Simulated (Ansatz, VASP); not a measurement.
Two plane-wave programs on Ir

File INCAR:

```
SYSTEM = Ir
PREC     = Accurate       ! precision mode
ENCUT    = 520            ! plane-wave cutoff, eV
EDIFF    = 1E-7           ! SCF threshold, eV
ISMEAR   = -1             ! smearing method
SIGMA    = 0.05           ! smearing width, eV
LREAL    = .FALSE.        ! projectors in reciprocal space
LASPH    = .TRUE.         ! aspherical terms in the spheres
NELM     = 150            ! most SCF steps
ALGO     = Fast           ! electronic algorithm
ISIF     = 2              ! what is computed and relaxed
LWAVE    = .FALSE.        ! write WAVECAR
LCHARG   = .FALSE.        ! write CHGCAR
ISPIN    = 2              ! spin polarisation
MAGMOM   = 1              ! initial moments
LORBIT   = 11             ! projections on sites
LMAXMIX  = 4              ! l up to which the mixer works
GGA      = PE             ! functional
NBANDS   = 14             ! bands
```

File KPOINTS:

```
regular mesh
0
G
  20 20 20
  0 0 0
```

Contents of POSCAR:

```
Ir
1.0
    2.5718086364      0.0000000000      0.0000000000
    0.0000000000      2.5718086364      0.0000000000
    0.0000000000      0.0000000000      2.5718086364
Ir
1
Direct
    0.0000000000      0.0000000000      0.0000000000
```

Input for Ansatz:

```yaml
crystal:
  lattice:
    - [2.5718086364, 0.0, 0.0]
    - [0.0, 2.5718086364, 0.0]
    - [0.0, 0.0, 2.5718086364]
  atoms:
    - { symbol: Ir, position: [0.0, 0.0, 0.0], spin: 1.0 }
hamiltonian:
  xc: pbe
  pseudopotentials:
    kind: paw
    azcp:
      Ir: "pseudopotentials/Ir.paw.azcp"
basis:
  ecutwfc: 420
  fft_grid_basis: typed
kpoints:
  mp_grid: { grid: [20, 20, 20], shift: [0, 0, 0] }
magnetization:
  spin_polarized: true
scf:
  occupations: { method: fermi_dirac, width: 0.05 }
```

This isn't the form of Ir at room conditions, which is fcc.

Alike in both runs: task single point; functional PBE; k mesh 20 × 20 × 20; occupations fermi-dirac, width 0.05 eV; collinear spin.

|  | VASP | Ansatz |
| --- | --- | --- |
| version | VASP 6.6.1 | Ansatz 0.2.0 |
| potentials or method | VASP PAW PBE potentials, release 64 (Ir) | plane waves (420 eV) with PAW, scalar-relativistic |
| plane-wave cutoff (eV) | 520 | 420 |
| valence electrons in the cell | 9 | 17 |

|  | VASP | Ansatz | Ansatz less VASP |
| --- | --- | --- | --- |
| net moment per atom (μB) | 0.00 | 0.00 | 0.000 |

The functional is the same, so the differences come from potentials, cutoffs and numerics. The two sets of potentials don't hold the same shells in valence. Ansatz warned: «seeded_moment_not_kept».

Spin-orbit coupling is left out, which matters for the levels of Ir.
